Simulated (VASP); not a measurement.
Write the native input for VASP 6.6.1 that does the following.

- Task: band structure
- Functional: PBE0
- Potentials or basis: VASP PAW PBE potentials, release 64 (Al, As)
- Cutoff: 520 eV
- k mesh: 6 × 6 × 6
- Occupations: gaussian, width 0.03 eV
- Spin: no spin polarisation
- Grid for exact exchange (PRECFOCK): Fast
- Exchange at q = 0: truncated
- Further INCAR settings: ALGO = Normal; EDIFF = 1e-07; NBANDS = 11

Crystal: AlAs.

```
CELL_PARAMETERS angstrom
0.00000 2.84088 2.84088
2.84088 0.00000 2.84088
2.84088 2.84088 0.00000
ATOMIC_POSITIONS crystal
Al 0.00000 0.00000 0.00000
As 0.25000 0.25000 0.25000
```

One way to write it, as run:

POSCAR

```
AlAs                                    
1.0
    0.0000000000      2.8408844734      2.8408844734
    2.8408844734      0.0000000000      2.8408844734
    2.8408844734      2.8408844734      0.0000000000
  Al              As            
     1     1
Direct
     0.0000000000000000    0.0000000000000000    0.0000000000000000
     0.2500000000000000    0.2500000000000000    0.2500000000000000
```

INCAR.step1

```
SYSTEM = AlAs
PREC = Accurate
ENCUT = 520
EDIFF = 1E-5
ISMEAR = 0
SIGMA = 0.03
LREAL = .False.
LASPH = .True.
NELM = 80
ALGO = Normal
ISIF = 2
LWAVE = .True.
LCHARG = .False.
NBANDS = 11
KPAR = 2
GGA = PE
```

INCAR.step2

```
SYSTEM = AlAs
PREC = Accurate
ENCUT = 520
EDIFF = 1E-7
ISMEAR = 0
SIGMA = 0.03
LREAL = .False.
LASPH = .True.
NELM = 80
ALGO = Normal
ISIF = 2
LWAVE = .False.
LCHARG = .False.
GGA = PE
LHFCALC = .True.
AEXX = 0.25
PRECFOCK = Fast
HFRCUT = -1
NBANDS = 11
KPAR = 2
ISTART = 1
```

KPOINTS

```
regular mesh
0
Gamma
  6 6 6
  0 0 0
```

KPOINTS_OPT

```
explicit points
9
Reciprocal
 0.0000000000  0.0000000000  0.0000000000 1
 0.3750000000  0.3750000000  0.7500000000 1
 0.5000000000  0.5000000000  0.5000000000 1
 0.6250000000  0.2500000000  0.6250000000 1
 0.5000000000  0.2500000000  0.7500000000 1
 0.5000000000  0.0000000000  0.5000000000 1
 0.4000000000  0.0000000000  0.4000000000 1
 0.4250000000  0.0000000000  0.4250000000 1
 0.4500000000  0.0000000000  0.4500000000 1
```

Potentials or basis: VASP PAW PBE potentials, release 64 (Al, As).

Run with:

```sh
$ cat potpaw_PBE.64/Al/POTCAR potpaw_PBE.64/As/POTCAR > POTCAR
$ cp INCAR.step1 INCAR
$ mpirun -np 2 vasp_std > vasp.out
$ cp INCAR.step2 INCAR
$ mpirun -np 2 vasp_std > vasp.out
```

It gave:

The pressure is -0.3 GPa. The band gap on the k mesh is 2.76 eV, indirect (least direct gap 3.48 eV). The band gap along the path is 2.76 eV, indirect (least direct gap 3.48 eV).

Caveat: the PAW data sets were made with another functional, which shifts forces and pressure a little.

Run time: 3.7 min on 2 MPI ranks on Intel(R) Xeon(R) Platinum 8559C (Emerald Rapids), on a shared host, peak memory 0.21 GiB a rank.
